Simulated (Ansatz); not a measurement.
# Ge under changes of volume

One of the cells (22.639 Å³/atom); the others are scaled copies at fixed shape and fractional positions:

```xyz
2
Lattice="0.0000 2.8289 2.8289 2.8289 0.0000 2.8289 2.8289 2.8289 0.0000" Properties=species:S:1:pos:R:3 pbc="T T T"
Ge    4.2434    4.2434    4.2434
Ge    2.8289    2.8289    2.8289
```

| Quantity | Value |
| --- | --- |
| Program | Ansatz 0.2.0 |
| Functional | LDA |
| Potentials or basis | all-electron LAPW, scalar-relativistic |
| Cutoff | 317 eV (chosen from the basis error) |
| Basis error allowed | 0.001 eV/atom |
| k mesh | 8 × 8 × 8 |
| Occupations | fermi-dirac, width 0.05 eV |
| Spin | no spin polarisation |

```csv
volume (Å³/atom),energy over the lowest point (meV/atom),pressure (GPa)
21.281,?,?
21.733,2.29,1.6
22.186,0.00,0.1
22.639,1.67,-1.3
23.092,7.03,-2.5
23.545,15.71,-3.6
23.997,27.34,-4.6
```

What does the run at 21.281 Å³/atom give?

Energy over the lowest point 9.19 meV/atom; pressure 3.4 GPa.

Worked out: A Birch-Murnaghan fit of order 3 (a polynomial in V^(-2/3)) to the other rows has its minimum at 22.21 Å³/atom with B0 = V·E''(V) = 69 GPa and B' = 3.7. It gives 9.01 meV/atom at 21.281 Å³/atom, against the run's 9.19, and -dE/dV = 3.2 GPa, against 3.4.

Energies are extrapolated to zero smearing.
